Stretching cubic HfO2 narrows its band gap, and squeezing it widens the gap. Over the series the volume grows by 27 % and the gap falls from 4.09 to 3.51 eV, with a drop at every step. The most likely main reason is electrostatic: the top filled levels sit on oxygen and the lowest empty ones on hafnium, and the surrounding ions hold these two sets of levels apart less strongly as the distances grow.

Cubic HfO2 (Fm-3m), strained equally in all directions from the r2SCAN geometry, computed with Ansatz 0.2.0 using PBE, PAW potentials, a 420 eV plane-wave cutoff and an 8×8×8 k mesh, without spin polarisation or spin–orbit coupling. The band gap is the smallest found over the mesh, the named k points and any paths between them.

```
volume (Å³/atom)  shortest distance (Å)  band gap (eV)  least direct gap (eV)
           9.543                  2.103          4.086                  4.086
           9.844                  2.125          4.019                  4.019
          10.151                  2.147          3.947                  3.947
          10.465                  2.168          3.875                  3.876
          10.786                  2.190          3.803                  3.803
          11.113                  2.212          3.729                  3.729
          11.446                  2.234          3.657                  3.657
          11.625                  2.246          3.618                  3.618
          11.786                  2.256          3.582                  3.582
          12.133                  2.278          3.507                  3.507
```

**What happens**

The gap follows the volume almost in a straight line. It loses about 0.23 eV per Å³/atom in the compressed half and 0.22 eV in the expanded half. The halves meet at 10.786 Å³/atom, the cell from which the strains are counted; PBE itself finds that cell still slightly compressed. In terms of length, each per cent added to the Hf–O distance costs about 72 meV on average. The two small gap changes around 11.625 Å³/atom only reflect closely spaced volumes.

At 10.465 Å³/atom the band gap and the least direct gap seem to part. The difference is about 0.3 meV, with the valence top placed a hair beside X, a point on the boundary of the Brillouin zone. In the neighbouring cells both band edges lie at X itself. A difference this small is at the level of numerical noise, so it is no evidence of a change from a direct to an indirect gap.

**Why the gap narrows**

The simplest analogue is a single Na⁺Cl⁻ pair. An electron on chlorine is stabilised by the positive ion next to it, while an electron on sodium is pushed up by the negative one. Pull the ions apart, and both effects fade as $1/d$, so the two levels approach each other. The pair gives the direction of the trend, but it has no bands and only one neighbour per ion.

In HfO2 the valence top is mainly O 2p and the conduction bottom mainly Hf 5d, as is well established for this oxide. Each oxygen has four hafnium neighbours and each hafnium has eight oxygens, so the same argument applies with higher charges. Covalency can help: where filled oxygen and empty hafnium levels mix, they repel each other, and more strongly at short distance. At X, though, symmetry keeps half of the O 2p levels from mixing with Hf 5d at all, so this help may be small at the band edges. Expansion weakens both effects, and these runs do not tell their shares apart.

**How large the effect should be**

For bare ions the estimate takes three steps.

1. In the fluorite structure with charges +2 and −1, the electrostatic energy per formula unit is about $-5.0\,e^2/d$, where $d$ is the shortest distance and $e$ the elementary charge. The energy of an electron then differs between the two kinds of site by $5.0\,e^2/d$.
2. Hf⁴⁺ and O²⁻ carry twice these charges, so the difference becomes $10\,e^2/d$.
3. With $e^2\approx 14$ eV Å, the change from 2.103 to 2.278 Å is $10\times14\times(1/2.103-1/2.278)\approx 5$ eV.

The calculated gap falls by only 0.58 eV. The ionic picture thus gets the direction right and the size wrong by about a factor of nine. Part of the excess arises because the real charges are smaller than the formal ones and can change with distance, and because the orbitals spread beyond their own sites. The rest should come from effects that pull the other way.

**What holds the gap back**

Two such effects are standard physics. Closer atoms overlap more, which broadens the bands and brings their edges together. The eight oxygens at the corners of a cube also split the Hf 5d levels, and the lower set, whose lobes point through the faces of the cube and so avoid the oxygens, drops further below the average as the cube shrinks.

The curvature of the trend fits this tug-of-war. A pure $1/d$ law would make the gap respond more strongly to a given relative volume change when the crystal is compressed. The calculation shows the reverse: the change per unit of $\ln V$, with $V$ the volume, is −2.3 eV in the compressed half and −2.5 eV in the expanded half. Opposing effects that grow quickly at short range could explain this, as could ionic charges that change with distance; their separate sizes remain untested here.

**What to do about it**

Convert a pressure into a volume change before estimating a gap shift, because the shift per GPa is far from constant. The gap responds by about 5 meV per GPa in the most compressed step and 15 meV per GPa in the most expanded one. Most of that contrast is mechanical: the compressed crystal is 2.4 times stiffer, so each GPa changes its volume less. The printed analysis gives the response for each step.

Use these results for the direction and rough size of shifts, not for the gap itself. PBE makes gaps substantially too small, and its error in the shifts is not tested here. The results also belong to the ideal cubic crystal under equal strain in all directions. Real cubic HfO2 is a high-temperature phase, and at low temperature its oxygens would move off the symmetric sites kept here. A film strained only in its plane, or one in another crystal phase, needs its own calculation.

For a related ionic solid, first ask where the edge states live. If the filled edge sits on the anion and the empty edge on the cation, electrostatics favours a narrower gap on expansion; band broadening and crystal-field splitting decide how much of that survives.

The analysis program printed:

```
Steps from the previous row:
     row  pressure GPa  gap change meV  gap change per ln V eV  stiffness GPa  gap change per GPa meV
   9.543         48.62             n/a                     n/a            n/a                     n/a
   9.844         35.83             -67                  -2.158          412.1                   5.236
  10.151         24.57             -72                  -2.345          366.7                   6.394
  10.465         14.66             -72                  -2.363          325.2                   7.268
  10.786         5.983             -72                  -2.383          287.2                   8.299
  11.113         -1.62             -74                  -2.478          254.6                   9.733
  11.446        -8.246             -72                  -2.439          224.4                   10.87
  11.625        -11.42             -39                  -2.513          204.3                    12.3
  11.786        -14.03             -36                  -2.617          190.3                   13.75
  12.133        -19.04             -75                  -2.585          172.7                   14.97
Fall of the gap from smallest to largest volume (eV): 0.579
Fall of the gap (% of the first value): 14.17
Growth of the volume over the series (%): 27.14
Growth of the Hf-O distance over the series (%): 8.321
Gap fall per 1 % of the unstrained Hf-O distance (meV): 72.46
Gap change per ln V from 9.543 to 10.786 (eV): -2.311
Gap change per ln V from 10.786 to 12.133 (eV): -2.515
Gap slope from 9.543 to 10.786 (eV per cubic angstrom per atom): -0.2277
Gap slope from 10.786 to 12.133 (eV per cubic angstrom per atom): -0.2197
Gap response per GPa in the last step over that in the first step (ratio): 2.859
Stiffness in the first step over that in the last step (ratio): 2.387
Direct gap less least gap at 10.465 (meV): 0.253
Mesh gap less least gap at 10.465 (meV): 1.216
Raw valence top, last less first row, zero not fixed (eV): -4.964
Raw conduction bottom, last less first row, zero not fixed (eV): -5.543
Fall of the Hf-O site potential difference for bare ions (eV, order of magnitude): 5.26
Bare-ion fall over computed gap fall (ratio, order of magnitude): 9.085
```
